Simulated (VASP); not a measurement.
LiCl:

```xyz
2
Lattice="3.1606 0.0000 0.0000 0.0000 3.2711 0.0000 0.0000 0.0000 3.2711" Properties=species:S:1:pos:R:3 pbc="T T T"
Li    0.0000    0.0000    0.0000
Cl    1.5803    1.6356    1.6356
```

The cell was built by a generator and needn't be a form met in nature.

The cell isn't the ideal one: uniaxial_x strain -3.4%.

Base run:

```yaml
Program: VASP 6.6.1
Functional: PBE
Potentials_or_basis: VASP PAW PBE potentials, release 64 (Li_sv, Cl)
Cutoff: 520 eV
k_mesh: 8 × 8 × 8
Occupations: fermi-dirac, width 0.02 eV
Spin: no spin polarisation
```

Its results: band gap on the k mesh 4.36 eV, indirect (least direct gap 4.87 eV).

The run is repeated on the same cell with these changes: functional from PBE to r2SCAN; occupations from fermi-dirac, width 0.02 eV to gaussian, width 0.01 eV. What comes out?

Band gap on the k mesh 5.32 eV, indirect (least direct gap 5.60 eV).

A k mesh can miss the band edges.
